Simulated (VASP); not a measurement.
Set up this calculation in VASP 6.6.1, as the native input.

```yaml
Task: relaxation of cell and atoms
Functional: revPBE
Potentials_or_basis: VASP PAW PBE potentials, release 64 (Ag, O)
Cutoff: 600 eV
k_mesh: 5 × 5 × 5
Occupations: fermi-dirac, width 0.05 eV
Spin: no spin polarisation
Further_INCAR_settings: ALGO = Normal; EDIFF = 1e-07; IBRION = 2; EDIFFG = -0.01; NSW = 60; ISIF = 3
```

The structure of Ag2O lies in POSCAR:

```
Ag2O
1.0
    4.7180000000      0.0000000000      0.0000000000
    0.0000000000      4.7180000000      0.0000000000
    0.0000000000      0.0000000000      4.7180000000
Ag O
4 2
Direct
    0.7500000000      0.2500000000      0.7500000000
    0.7500000000      0.7500000000      0.2500000000
    0.2500000000      0.7500000000      0.7500000000
    0.2500000000      0.2500000000      0.2500000000
    0.5000000000      0.5000000000      0.5000000000
    0.0000000000      0.0000000000      0.0000000000
```

The input as run:

INCAR

```
SYSTEM = Ag2O
  PREC = Accurate
  ENCUT = 600
  EDIFF = 1E-7
  ISMEAR = -1
  SIGMA = 0.05
  LREAL = .FALSE.
  LASPH = .TRUE.
  NELM = 60
  ALGO = Normal
  ISIF = 3
  LWAVE = .FALSE.
  LCHARG = .FALSE.
  GGA = RE
  IBRION = 2
  NSW = 60
  EDIFFG = -0.01
```

KPOINTS

```
regular mesh
0
G
  5 5 5
  0 0 0
```

Potentials or basis: VASP PAW PBE potentials, release 64 (Ag, O).

The run is started by

```bash
$ cat potpaw_PBE.64/Ag/POTCAR potpaw_PBE.64/O/POTCAR > POTCAR
$ mpirun -np 1 vasp_std > vasp.out
```

Results of the run:

```yaml
Relaxed_volume: 19.25 Å³/atom
Relaxed_cell: a = 4.870 Å, b = 4.870 Å, c = 4.870 Å, α = 90.00°, β = 90.00°, γ = 90.00°
Space_group_after_relaxing_to_0.05_Å: Pn-3m (No. 224)
Energy_gained_by_relaxing: 36.7 meV/atom
Ionic_steps: 3
Pressure_after_relaxing: 0.0 GPa
Band_gap_on_the_k_mesh: none (metal or under the smearing width)
```

Caveat: the PAW data sets were made with another functional, which shifts forces and pressure a little.

Run time: 110 s on 1 thread of Intel(R) Xeon(R) Platinum 8488C (Sapphire Rapids), with other jobs on the host, peak memory 0.25 GiB.
